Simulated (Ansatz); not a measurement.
# CuAu (P4/mmm) in Ansatz: reference runs

How does CuAu come out in PBE? The cell is run as given and disturbed.

Program: Ansatz 0.2.0. These are calculated values, not measurements. Logs are shortened: lines on timing, memory, paths and dates and some standing lists are left out, and cuts for length are marked.

### 1 Starting point

Symmetry: P4/mmm, No. 123, tetragonal system. The conventional cell has a = 2.811 Å, b = 2.811 Å, c = 3.685 Å, α = 90.00°, β = 90.00°, γ = 90.00°. Au (site symmetry 4/mmm) is surrounded by 8 Cu at 2.71 Å and 4 Au at 2.81 Å. Cu (site symmetry 4/mmm) is surrounded by 8 Au at 2.71 Å and 4 Cu at 2.81 Å.

### 2 Single point, PBE

Contents of input.yaml:

```yaml
crystal:
  lattice:
    - [2.8107494552, 0.0, 0.0]
    - [0.0, 2.8107494552, 0.0]
    - [0.0, 0.0, 3.685]
  atoms:
    - { symbol: Au, position: [0.0, 0.0, 0.0] }
    - { symbol: Cu, position: [0.5, 0.5, 0.5] }
hamiltonian:
  xc: pbe
  pseudopotentials: { kind: paw }
kpoints:
  mp_grid: { grid: [9, 9, 7] }
scf:
  occupations: { method: fermi_dirac, width: 0.05 }
output:
  forces: true
  stress: true
  eigenvalues: true
```

Potentials or basis: Ansatz PAW.

Started as:

```
$ ansatz run input.yaml --threads 2 --pin off --max-ram 5120MiB --backend cpu --events-out ev --progress --plain --runs-dir out
```

Log:

```text
Warning: RAYON_NUM_THREADS=2 ignored (pool sized by the plan → 2); use --threads N
Engine: ansatz 0.2.0, aarch64-unknown-linux-gnu
Pseudopotentials: kind: paw
Pseudopotential: Au, paw, valence charge 19, recommended cutoff 420 eV (normal), Au.paw.azcp
Pseudopotential: Cu, paw, valence charge 19, recommended cutoff 420 eV (normal), Cu.paw.azcp
Functional definition: PBE
  parameter kappa = 0.804
  parameter beta = 0.06672455060314922
  exchange = pbe_x(kappa = kappa, mu = beta*pi^2/3)
  correlation = pbe_c(beta = beta)
Crystal: 2 atoms, lattice volume = 29.113 Å³
Basis set: ecut = 420 eV, 553 PW (Γ), exchange–correlation on 40×40×50 points (8 copies of the dense FFT grid, shifted against one another)
Bands: 23, of which v1, the nominal top of the filled ones, is band 19 counted from 1 (18 counted from 0)
Symmetry: 16 space group operations
Space group: P4/mmm (ITA 123), of the structure as read, at distance tolerance 3.1e-5 Å
k-points: 60 of 567
Non-local potential: Au, projectors of the file, l = 0: 3, l = 1: 2, l = 2: 2, l = 3: 1
Non-local potential: Cu, projectors of the file, l = 0: 3, l = 1: 2, l = 2: 3, l = 3: 1
PAW form: soft (Blöchl's): semilocal exchange-correlation on the pseudo side does not see the compensation charge
PAW one-centre angular grid: Au, 590 points (default); XC on 64 Gauss nodes
PAW one-centre angular grid: Cu, 590 points (default); XC on 64 Gauss nodes
Initial density: superposition of atomic densities (neutral atoms: chi_scale 0, normalization atom), corrected by the library's trained network
Initial wavefunctions: pseudopotential atomic-orbital guess
Functional: x = pbe(κ = 0.804, μ = 0.2195149727645171), c = pbe(β = 0.06672455060314922)
SCF iter   1: F=—  HF=-19774.606760 eV  |F-HF|=—  |Δ(HF+E_count)|=         —  Δρ=1.96e-3  dr2=5.15e-4  ethr=1.77e-3  ⟨swp⟩=5.5  Hψ=5320  notcnv=0
preconditioner: auto → Kerker (q_TF=auto, 2.852 Å⁻¹)  [metal: Δε(μ)=0.087 eV  Ē_g=10.677 eV  σ=0.050 eV  W_gap=0.40  n_scr=14 (ndim 8)  ℏωp=32.3 eV  f_vac=0.000  D(μ)=0.48/eV (n_scr^D=2)]
SCF iter   2: F=—  HF=-19774.607256 eV  |F-HF|=—  |Δ(HF+E_count)|=   4.96e-4  Δρ=1.04e-3  dr2=1.44e-4  ethr=1.35e-6  ⟨swp⟩=2.1  Hψ=2705  notcnv=0
SCF iter   3: F=—  HF=-19774.607342 eV  |F-HF|=—  |Δ(HF+E_count)|=   8.65e-5  Δρ=3.62e-4  dr2=4.15e-5  ethr=3.78e-7  ⟨swp⟩=2.1  Hψ=1990  notcnv=0
SCF iter   4: F=—  HF=-19774.607352 eV  |F-HF|=—  |Δ(HF+E_count)|=   9.73e-6  Δρ=1.22e-4  dr2=3.82e-6  ethr=1.09e-7  ⟨swp⟩=2.0  Hψ=1673  notcnv=0
SCF iter   5: F=—  HF=-19774.607352 eV  |F-HF|=—  |Δ(HF+E_count)|=   4.34e-7  Δρ=3.27e-5  dr2=2.93e-7  ethr=1.01e-8  ⟨swp⟩=2.0  Hψ=1956  notcnv=0
SCF iter   6: F=-19774.607352 eV  HF=-19774.607352 eV  |F-HF|=1.95e-8  |Δ(HF+E_count)|=   1.96e-8  Δρ=1.37e-5  dr2=6.82e-8  ethr=2.63e-10  ⟨swp⟩=5.0  Hψ=5615  notcnv=0
SCF 1 converged in 6 iterations: F = -19774.607352 eV  dr2 = 6.82e-8
SCF converged after 6 iterations
Free energy (F): -19774.607352 eV
Harris-Foulkes:  -19774.607352 eV  (|F-HF|=1.95e-8)
Internal energy: -19774.603473 eV  (E = F + TS)
E sigma→0 (E₀):  -19774.605412 eV
Entropy (-TS):   -0.003879 eV (-1.939 meV/atom)
Fermi energy:    18.956019 eV
--- Per-component energies (eV) ---
  E_band       = -557.367408
  E_kinetic    = 904.595467
  E_local      = -5896.630429  (includes V_loc(G=0)·N_el)
  E_nonlocal   = 468.156559
  E_hartree    = 2589.088478
  E_xc         = -317.485393
  E_vxc        = -390.733448  (∫ρ·V_xc dr)
  E_paw        = -11373.505134  (= ΣΔE_a)
  E_vpaw       = -820.937864  (= ΣTr[D̂ρ^β])
  E_aug_tail   = 0.001668  (compensation charges beyond the density's cutoff)
  E_ewald      = -6148.824689
  E_smearing   = -0.003879  (= −TS)
  E_closure    = 0.000000  (closes the sum)
  Σ components = -19774.607352   (vs F -19774.607352, Δ=0.00e0)
--- Forces (eV/Å), atoms counted from 1 ---
  atom   1  Au    -0.00000000     0.00000000     0.00000000
  atom   2  Cu     0.00000000    -0.00000000    -0.00000000
  max |Σ_I F_I| component: 1.68e-28 eV/Å
--- Stress (GPa, compression-positive) ---
        4.749138      -0.000000      -0.000000
       -0.000000       4.749138      -0.000000
       -0.000000      -0.000000       4.065306
  P = ⅓ Tr σ = 4.5212 GPa (45.212 kbar)
--- Band table (eV; the first three rows and the last of 60) ---
  k-point 0: bands = ["-93.2738", "-86.8640", "-50.6635", "-50.6517", "-50.6517", "-38.2873", "-38.2303", "-38.2303", "9.1880", "12.3742", "12.5266", "14.9260", "14.9260", "15.9906", "16.1700", "16.8622", "17.3135", "17.5372", "17.5372", "21.0619", "27.0032", "28.9871", "28.9871"]
  k-point 1: bands = ["-93.2738", "-86.8640", "-50.6635", "-50.6517", "-50.6517", "-38.2884", "-38.2303", "-38.2303", "9.4360", "12.4186", "12.6094", "14.9747", "14.9747", "16.0293", "16.1029", "16.7919", "17.2692", "17.3845", "17.3845", "19.6840", "28.7643", "29.4657", "29.4657"]
  k-point 2: bands = ["-93.2738", "-86.8640", "-50.6636", "-50.6517", "-50.6517", "-38.2907", "-38.2303", "-38.2303", "10.1135", "12.5244", "12.8155", "15.1055", "15.1055", "15.9464", "16.1280", "16.5423", "17.0339", "17.0339", "17.1580", "17.5258", "30.7875", "30.7875", "32.0498"]
  k-point 59: bands = ["-93.2717", "-86.8523", "-50.6676", "-50.6675", "-50.6608", "-38.3685", "-38.3683", "-38.2651", "12.4399", "13.2085", "13.2805", "15.1476", "15.7856", "15.7935", "16.1171", "16.8866", "17.2134", "17.3399", "22.4496", "24.0149", "24.2673", "25.1924", "26.2224"]
```

It took 0.89 s on 2 threads of Arm Neoverse V2, shared host; peak memory 0.32 GiB.

What came out:

```
Free energy            : -19774.6074 eV
Pressure               : 4.5 GPa
Band gap on the k mesh : none (metal or under the smearing width)
```

Stress tensor (GPa, compression positive):
```
4.75 0.00 0.00
0.00 4.75 0.00
0.00 0.00 4.07
```

The run has no spin-orbit coupling, so splittings on Au are missing.

### 3 Single point, PBE (atoms moved at random, drawn with an rms of 0.05 Å)

Changes to input.yaml since step 2:

```diff
@@ -6,4 +6,4 @@
   atoms:
-    - { symbol: Au, position: [0.0, 0.0, 0.0] }
-    - { symbol: Cu, position: [0.5, 0.5, 0.5] }
+    - { symbol: Au, position: [-0.00706, 0.003154, -0.015573] }
+    - { symbol: Cu, position: [0.496564, 0.48971, 0.494763] }
 hamiltonian:
@@ -19 +19,5 @@
   eigenvalues: true
+  write_density: true
+  write_potential: true
+  elf: true
+  volumetric_format: npy
```

Potentials or basis: Ansatz PAW.

Started as:

```
$ ansatz run input.yaml --threads 2 --pin off --max-ram 5120MiB --backend cpu --events-out ev --progress --plain --runs-dir out
```

It took 8.4 s on 2 threads of Arm Neoverse V2, shared host; peak memory 0.47 GiB.

The run converged. Its results:

| Quantity | Value |
| --- | --- |
| Free energy | -19774.5995 eV |
| Pressure | 4.7 GPa |
| Largest force | 0.305 eV/Å |
| Band gap on the k mesh | none (metal or under the smearing width) |

Forces in eV/Å, atoms in the order of the input:
```
Au   0.036 -0.135  0.271
Cu  -0.036  0.135 -0.271
```

Stress tensor (GPa, compression positive):
```
 4.95 -0.02  0.05
-0.02  4.90 -0.17
 0.05 -0.17  4.29
```

Levels at points of the mesh, in eV from the Fermi level:
```
           k point  band 16  band 17  band 18  band 19  band 20  band 21  band 22  band 23
(0.00, 0.00, 0.00)    -2.10    -1.64    -1.42    -1.42     2.11     8.04    10.03    10.04
```

Spin-orbit coupling is left out, which matters for the levels of Au.
